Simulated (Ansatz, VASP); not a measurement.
KF: VASP beside Ansatz

INCAR

```
SYSTEM = KF
ALGO     = Normal         ! electronic algorithm
EDIFF    = 1E-7           ! SCF threshold, eV
ENCUT    = 520            ! plane-wave cutoff, eV
ISIF     = 2              ! what is computed and relaxed
ISMEAR   = 0              ! smearing method
LASPH    = .True.         ! aspherical terms in the spheres
LCHARG   = .False.        ! write CHGCAR
LREAL    = .False.        ! projectors in reciprocal space
LWAVE    = .False.        ! write WAVECAR
NBANDS   = 15             ! bands
NELM     = 80             ! most SCF steps
PREC     = Accurate       ! precision mode
SIGMA    = 0.05           ! smearing width, eV
```

KPOINTS

```
k-points
0
Gamma
  8 8 8
  0 0 0
```

POSCAR

```
KF
1.0
    0.0000000000      2.5817196783      2.9689776300
    2.7624400558      0.0000000000      2.9689776300
    2.7624400558      2.5817196783      0.0000000000
K F
1 1
Direct
    0.0000000000      0.0000000000      0.0000000000
    0.5000000000      0.5000000000      0.5000000000
```

Input for Ansatz:

```yaml
crystal:
  lattice:
    - [0.0, 2.5817196783, 2.96897763]
    - [2.7624400558, 0.0, 2.96897763]
    - [2.7624400558, 2.5817196783, 0.0]
  atoms:
    - { symbol: K, position: [0.0, 0.0, 0.0] }
    - { symbol: F, position: [0.5, 0.5, 0.5] }
basis:
  ecutwfc: 520.0
kpoints:
  mp_grid: { grid: [8, 8, 8] }
hamiltonian:
  xc: lda
scf:
  occupations: { method: gaussian, width: 0.05 }
output:
  forces: true
  stress: true
  eigenvalues: true
```

Change from the starting cell: normal strain along x +0.0700, normal strain along z +0.1500.

Alike in both runs: task single point; functional LDA; k mesh 8 × 8 × 8; occupations gaussian, width 0.05 eV; no spin polarisation.

|  | VASP | Ansatz |
| --- | --- | --- |
| version | VASP 6.6.1 | Ansatz 0.2.0 |
| potentials or method | VASP PAW LDA potentials, release 64 (K_sv, F) | scalar-relativistic, plane waves, PAW |
| plane-wave cutoff (eV) | 520 | 520 |
| valence electrons in the cell | 16 | 16 |

Ansatz gave:

```
gap on the k mesh at the Fermi level (eV)       : 5.19
least direct gap on the mesh (eV)               : 5.19
pressure (GPa)                                  : -4.5
largest component of the traceless stress (GPa) : 1.67
```

Task: What did VASP give for the same quantities?

Result: gap on the k mesh at the Fermi level (eV): 5.17; least direct gap on the mesh (eV): 5.17; pressure (GPa): -4.5; largest component of the traceless stress (GPa): 1.81.

A k mesh can miss the band edges.
